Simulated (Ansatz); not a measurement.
# Al2Cu: the cost of one run

Method: DFT PBEsol, scalar-relativistic, plane waves, PAW, in Ansatz 0.2.0.

2 further runs of the same task are left out: 1 for a known fault of the program, 1 set aside as unsound or not needed. Runs told in other sessions of the task aren't counted.

### 1 The structure to begin with

It takes space group Fm-3m (No. 225, cubic). Conventional cell: a = 5.726 Å, b = 5.726 Å, c = 5.726 Å, α = 90.00°, β = 90.00°, γ = 90.00°. Around Al (site symmetry -43m) lie 4 Cu at 2.48 Å. Cu (site symmetry m-3m) is surrounded by 8 Al at 2.48 Å.

As a file:

```cif
data_structure
_symmetry_space_group_name_H-M 'P 1'
_symmetry_Int_Tables_number 1
_cell_length_a 4.0491
_cell_length_b 4.0491
_cell_length_c 4.0491
_cell_angle_alpha 119.997
_cell_angle_beta 119.997
_cell_angle_gamma 90.005
_cell_volume 46.94
loop_
_atom_site_label
_atom_site_type_symbol
_atom_site_fract_x
_atom_site_fract_y
_atom_site_fract_z
_atom_site_occupancy
Al1 Al 0.75000 0.25000 0.50000 1
Al2 Al 0.25000 0.75000 0.50000 1
Cu1 Cu 0.50000 0.50000 0.00000 1
```

It goes back to an entry of the Materials Project, which need not be the stable form.

It is the result of an earlier relaxation at this level (volume 15.65 Å³/atom; gap on the mesh: none (metal)).

Reference energy of this cell: -7638.4141 eV (3 atoms, 14×14×14 mesh, zero smearing).

### 2 Next cell: atoms packed at random at 1.08 times the crystal's volume

6 Al, 3 Cu were thrown into a skewed cell at random, at 1.08 times a reference volume of the solid, and pushed apart as soft spheres.

The cell holds 6 Al, 3 Cu: a = 5.521 Å, b = 5.849 Å, c = 4.788 Å, α = 89.47°, β = 94.12°, γ = 80.58°.

### 3 Relaxing on a coarse mesh

A cheap relaxation: coarse mesh, no symmetry, loose thresholds.

input.yaml

```yaml
crystal:
  lattice:
    - [5.497907, 0.46707, -0.186122]
    - [0.46707, 5.830129, 0.032728]
    - [-0.186122, 0.032728, 4.784319]
  atoms:
    - { symbol: Al, position: [0.3508193576, 0.1730176316, 0.5423989302] }
    - { symbol: Al, position: [0.1206323635, 0.5808399827, 0.3747010817] }
    - { symbol: Al, position: [0.7563854503, 0.3800100444, 0.6246590858] }
    - { symbol: Al, position: [0.3066874015, 0.7859949106, 0.7704793966] }
    - { symbol: Al, position: [0.1432370106, 0.2459227528, 0.9694010851] }
    - { symbol: Al, position: [0.5194848594, 0.9741099492, 0.1384246553] }
    - { symbol: Cu, position: [0.5574607996, 0.4499956208, 0.1022121428] }
    - { symbol: Cu, position: [0.9569292183, 0.0113330427, 0.3330323777] }
    - { symbol: Cu, position: [0.7880927538, 0.8011414488, 0.7580792952] }
  symmetry: { detect: false }
basis:
  ecutwfc: 420
kpoints:
  mp_grid: { grid: [3, 2, 3], shift: [0.0, 0.5, 0.0] }
hamiltonian:
  xc: pbesol
scf:
  occupations: { method: gaussian, width: 0.1 }
  lower_state_search: "off"
output:
  forces: true
  stress: true
  eigenvalues: true
relax:
  adjacent_minimum: "off"
  f_tol: 0.04
  max_steps: 70
  cell: { stress_tol: 0.3 }
```

On the command line:

```bash
> ansatz run input.yaml --threads 2 --pin off --max-ram 5120MiB --backend cpu --events-out ev --progress --plain --runs-dir out
```

Q: Estimate wall time and peak memory on 2 threads of Intel Xeon at 2.50GHz (Skylake/Cascade Lake), shared host.

About 3.1 min, with a peak of 0.45 GiB.
